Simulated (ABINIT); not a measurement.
A run of ABINIT 10.8.3 (patched build):

File run.abi:

```
ndtset 7
getwfk -1
scalecart1 3*0.9795861087
scalecart2 3*0.9864848297
scalecart3 3*0.9932883884
scalecart4 3*1.0000000000
scalecart5 3*1.0066227096
scalecart6 3*1.0131594038
scalecart7 3*1.0196128224

pp_dirpath "./"
pseudos "C.GGA_PBE-JTH.xml"

acell 3*1.0
rprim
     0.0000000000     3.3700808789     3.3700808789
     3.3700808789     0.0000000000     3.3700808789
     3.3700808789     3.3700808789     0.0000000000
ntypat 1
znucl 6
natom 2
typat 1 1
xred
     0.7500000000     0.7500000000     0.7500000000
     0.5000000000     0.5000000000     0.5000000000

ecut 19.0
pawecutdg 38.0
pawovlp 30

kptopt 1
ngkpt 13 13 13
nshiftk 1
shiftk 0.0 0.0 0.0

ixc 11

nband 8
occopt 3
tsmear 0.00183747

nstep 100
tolvrs 1.0e-9

iomode 3
prtwf 1
prtden 0
prteig 0
prtebands 0
enunit 1
```

Potentials or basis: JTH PAW PBE v2.0.

Command:

```bash
$ abinit run.abi > log 2>&1
```

Hardware: 1 thread of Arm Neoverse V2, with other jobs on the host.

**Question.** How long does it take, and how much memory?

**Answer.** It took 25 s on 1 thread of Arm Neoverse V2, with other jobs on the host, peak memory 0.12 GiB. Counts: scf iterations 45, mpi ranks 1, k points 84, bands 8, plane waves 298.
